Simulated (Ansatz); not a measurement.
Runs of Ansatz 0.2.0 on SiNi. The structure is orthorhombic, space group Pmmn (No. 59). The conventional cell has a = 2.943 Å, b = 3.280 Å, c = 4.677 Å, α = 90.00°, β = 90.00°, γ = 90.00°. Ni (site symmetry mm2) has 6 Si at 2.34 to 2.37 Å and 4 Ni at 2.65 Å as nearest neighbours. Si (site symmetry mm2) has 6 Ni at 2.34 to 2.37 Å and 4 Si at 2.65 Å as nearest neighbours. The cell is a database's computed one.

```tsv
task	level	U	k mesh	cutoff (eV)	points for each segment of the path	hubbard projectors	double counting	gap on the mesh (eV)	pressure (GPa)	moment (μB)	largest force (eV/Å)
band structure	r2SCAN	-	9 × 8 × 6	500	14	-	-	none	0.4	0.00	(c)
band structure	r2SCAN+U	Ni d U = 1 eV	9 × 8 × 6	500	14	ortho-atomic (the default)	fll (the default)	none	0.2	0.00	0.04
band structure	r2SCAN+U	Ni d U = 4 eV	9 × 8 × 6	500	14	ortho-atomic (the default)	fll (the default)	none	-0.4	0.00	0.06
band structure	r2SCAN+U	Ni d U = 3 eV	9 × 8 × 6	500	14	ortho-atomic (the default)	fll (the default)	none	-0.3	0.00	(a)
band structure	r2SCAN+U	Ni d U = 8 eV	9 × 8 × 6	500	14	ortho-atomic (the default)	fll (the default)	none	-0.5	0.00	0.10
band structure	r2SCAN+U	Ni d U = 5 eV	9 × 8 × 6	500	14	ortho-atomic (the default)	fll (the default)	none	-0.5	0.00	0.06
phonons	PBE	-	8 × 8 × 6	420	-	-	-	none	-	0.00	-
band structure	r2SCAN+U	Ni d U = 2 eV	9 × 8 × 6	500	14	ortho-atomic (the default)	fll (the default)	none	(b)	0.00	0.04
```

Alike in all rows: potentials or basis Ansatz PAW; spin collinear, ferromagnetic start; cell as given; smearing fermi-dirac 0.05 eV.

Fill in the values left out.

(a) 0.05; (b) -0.1; (c) 0.03.

Caveats: the magnetic or orbital state may not be the lowest (some runs); the PAW data sets come from PBE, with cores solved anew for the run's functional, which leaves a small shift of forces and pressure (some runs); the starting moments weren't kept (some runs); the U is typed as a test and isn't derived for this compound (some runs).

A gap of «none» marks a metal or a gap under the smearing width.
